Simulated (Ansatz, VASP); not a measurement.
**Two plane-wave programs on BP**

INCAR

```
PREC = Accurate
ENCUT = 520
EDIFF = 1E-6
ISMEAR = 0
SIGMA = 0.02
LREAL = F
LASPH = T
NELM = 100
ALGO = Normal
ISIF = 2
LWAVE = F
LCHARG = F
GGA = PE
NBANDS = 11
```

KPOINTS

```
Automatic mesh
0
Gamma
  10 10 10
```

POSCAR

```
BP
1.0
    0.0000000000      2.3187545489      2.3187545489
    2.3187545489      0.0000000000      2.3187545489
    2.3187545489      2.3187545489      0.0000000000
B P
1 1
Direct
    0.0000000000      0.0000000000      0.0000000000
    0.2500000000      0.2500000000      0.2500000000
```

Input for Ansatz:

```yaml
crystal:
  lattice:
    - [0.0, 2.3187545489, 2.3187545489]
    - [2.3187545489, 0.0, 2.3187545489]
    - [2.3187545489, 2.3187545489, 0.0]
  atoms:
    - { symbol: B, position: [0.0, 0.0, 0.0] }
    - { symbol: P, position: [0.25, 0.25, 0.25] }
basis:
  ecutwfc: 420
kpoints:
  mp_grid: { grid: [10, 10, 10] }
hamiltonian:
  xc: pbe
scf:
  occupations: { method: gaussian, width: 0.02 }
output:
  forces: true
  stress: true
  eigenvalues: true
```

Alike in both runs: task single point; functional PBE; k mesh 10 × 10 × 10; occupations gaussian, width 0.02 eV; no spin polarisation.

|  | VASP | Ansatz |
| --- | --- | --- |
| version | VASP 6.6.1 | Ansatz 0.2.0 |
| potentials or method | VASP PAW PBE potentials, release 64 (B, P) | scalar-relativistic, plane waves, PAW |
| plane-wave cutoff (eV) | 520 | 420 |
| valence electrons in the cell | 8 | 8 |

```tsv
	VASP	Ansatz	Ansatz less VASP
gap on the k mesh at the Fermi level (eV)	1.33	1.33	+0.004
least direct gap on the mesh (eV)	3.31	3.32	+0.003
pressure (GPa)	-8.6	-8.4	+0.18
```

A k mesh can miss the band edges. PBE gaps usually lie below the measured ones, often by a third to a half.
